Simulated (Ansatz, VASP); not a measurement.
## Two plane-wave programs on Au

```
CELL_PARAMETERS angstrom
0.00000 2.06201 2.06201
2.06201 0.00000 2.06201
2.06201 2.06201 0.00000
ATOMIC_POSITIONS crystal
Au 0.00000 0.00000 0.00000
```

Alike in both runs: task single point; functional r2SCAN; k mesh 18 × 18 × 18; occupations gaussian, width 0.1 eV; no spin polarisation.

|  | VASP | Ansatz |
| --- | --- | --- |
| version | VASP 6.6.1 | Ansatz 0.2.0 |
| potentials or method | VASP PAW PBE potentials, release 64 (Au) | scalar-relativistic, plane waves, PAW |
| plane-wave cutoff (eV) | 520 | 500 |
| valence electrons in the cell | 11 | 19 |

Ansatz gave:

```
gap on the k mesh at the Fermi level (eV) : none
pressure (GPa)                            : 0.0
```

Problem. Estimate VASP's values.

Solution. gap on the k mesh at the Fermi level (eV): none; pressure (GPa): 0.3.

A gap of «none» marks a metal or a gap that the smearing closes. The two sets of potentials don't hold the same shells in valence.

Caveats: the PAW data sets were made with another functional, which shifts forces and pressure a little (VASP). The runs have no spin-orbit coupling, so splittings on Au are missing.
